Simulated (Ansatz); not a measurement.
# Sr: a sweep of the k mesh

How much do the results for Sr depend on the k mesh?

Program: Ansatz 0.2.0. Level of theory: DFT PBE, with the methods named in each step. These are calculated values, not measurements.

1 further run of the same task is left out (set aside as unsound or not needed).

### Step 1. The structure to begin with

It takes space group Fd-3m (No. 227, cubic). The conventional cell has a = 9.618 Å, b = 9.618 Å, c = 9.618 Å, α = 90.00°, β = 90.00°, γ = 90.00°. Around Sr (site symmetry -43m) lie 4 Sr at 4.16 Å.

Coordinates:

```cif
data_structure
_symmetry_space_group_name_H-M 'P 1'
_symmetry_Int_Tables_number 1
_cell_length_a 6.8011
_cell_length_b 6.8011
_cell_length_c 6.8011
_cell_angle_alpha 60.000
_cell_angle_beta 60.000
_cell_angle_gamma 60.000
_cell_volume 222.45
loop_
_atom_site_label
_atom_site_type_symbol
_atom_site_fract_x
_atom_site_fract_y
_atom_site_fract_z
_atom_site_occupancy
Sr1 Sr 0.00000 0.00000 0.00000 1
Sr2 Sr 0.25000 0.25000 0.25000 1
```

The structure (diamond type) was typed from a prototype and relaxed by PAW; whether it is the ground state wasn't tested.

Atoms are numbered in the order of the input: Sr1, Sr2.

### Step 2. With k mesh [3, 3, 3]

File input.yaml:

```yaml
crystal:
  lattice:
    - [0.0, 4.8091227721, 4.8091227721]
    - [4.8091227721, 0.0, 4.8091227721]
    - [4.8091227721, 4.8091227721, 0.0]
  atoms:
    - { symbol: Sr, position: [0.0, 0.0, 0.0] }
    - { symbol: Sr, position: [0.25, 0.25, 0.25] }
kpoints:
  mp_grid: { grid: [3, 3, 3] }
scf:
  occupations: { method: fermi_dirac, width: 0.08 }
hamiltonian:
  xc: pbe
  pseudopotentials: { kind: all_electron, lapw: { basis_error: 0.00025 } }
output:
  forces: true
  stress: true
  eigenvalues: true
```

### Step 3. With k mesh [3, 3, 3], PAW files

Edit input.yaml of step 2 so:

```diff
@@ -14,3 +14,3 @@
   xc: pbe
-  pseudopotentials: { kind: all_electron, lapw: { basis_error: 0.00025 } }
+  pseudopotentials: { kind: paw }
 output:
@@ -19 +19,2 @@
   eigenvalues: true
+  efg: { contact_densities: true }
```

### Step 4. With k mesh [6, 6, 6]

Edit input.yaml of step 3 so:

```diff
@@ -9,3 +9,3 @@
 kpoints:
-  mp_grid: { grid: [3, 3, 3] }
+  mp_grid: { grid: [6, 6, 6] }
 scf:
@@ -14,3 +14,3 @@
   xc: pbe
-  pseudopotentials: { kind: paw }
+  pseudopotentials: { kind: all_electron, lapw: { basis_error: 0.00025 } }
 output:
@@ -19,2 +19 @@
   eigenvalues: true
-  efg: { contact_densities: true }
```

### Step 5. With k mesh [6, 6, 6], PAW files

Edit input.yaml of step 4 so:

```diff
@@ -14,3 +14,3 @@
   xc: pbe
-  pseudopotentials: { kind: all_electron, lapw: { basis_error: 0.00025 } }
+  pseudopotentials: { kind: paw }
 output:
@@ -19 +19,2 @@
   eigenvalues: true
+  efg: { contact_densities: true }
```

### Step 6. With k mesh [8, 8, 8]

Edit input.yaml of step 5 so:

```diff
@@ -9,3 +9,3 @@
 kpoints:
-  mp_grid: { grid: [6, 6, 6] }
+  mp_grid: { grid: [8, 8, 8] }
 scf:
@@ -14,3 +14,3 @@
   xc: pbe
-  pseudopotentials: { kind: paw }
+  pseudopotentials: { kind: all_electron, lapw: { basis_error: 0.00025 } }
 output:
@@ -19,2 +19 @@
   eigenvalues: true
-  efg: { contact_densities: true }
```

### Step 7. With k mesh [8, 8, 8], PAW files

Edit input.yaml of step 6 so:

```diff
@@ -14,3 +14,3 @@
   xc: pbe
-  pseudopotentials: { kind: all_electron, lapw: { basis_error: 0.00025 } }
+  pseudopotentials: { kind: paw }
 output:
@@ -19 +19,2 @@
   eigenvalues: true
+  efg: { contact_densities: true }
```

### Step 8. With k mesh [15, 15, 15]

Edit input.yaml of step 7 so:

```diff
@@ -9,3 +9,3 @@
 kpoints:
-  mp_grid: { grid: [8, 8, 8] }
+  mp_grid: { grid: [15, 15, 15] }
 scf:
@@ -14,3 +14,3 @@
   xc: pbe
-  pseudopotentials: { kind: paw }
+  pseudopotentials: { kind: all_electron, lapw: { basis_error: 0.00025 } }
 output:
@@ -19,2 +19 @@
   eigenvalues: true
-  efg: { contact_densities: true }
```

### Step 9. With k mesh [15, 15, 15], PAW files

Edit input.yaml of step 8 so:

```diff
@@ -14,3 +14,3 @@
   xc: pbe
-  pseudopotentials: { kind: all_electron, lapw: { basis_error: 0.00025 } }
+  pseudopotentials: { kind: paw }
 output:
@@ -19 +19,2 @@
   eigenvalues: true
+  efg: { contact_densities: true }
```

(Steps that only read results are left out.)

Q: Predict the outcome of this session. Wanted: energy error of the loosest run; pressure, lowest to highest.

The runs gave:

```
                              quantity             value
energy error of the loosest run (LAPW)     12.6 meV/atom
                within 1 meV/atom from      k mesh 6×6×6
    pressure, lowest to highest (LAPW)  0.01 to 0.08 GPa
```

In words: At the loosest setting in the table the energy misses the tightest run by 12.6 meV/atom; from k mesh 6×6×6 on, all lie within 1 meV/atom of it. The pressure spans 0.07 GPa (LAPW). The tightest run took 29 s against 1.9 s for the loosest.
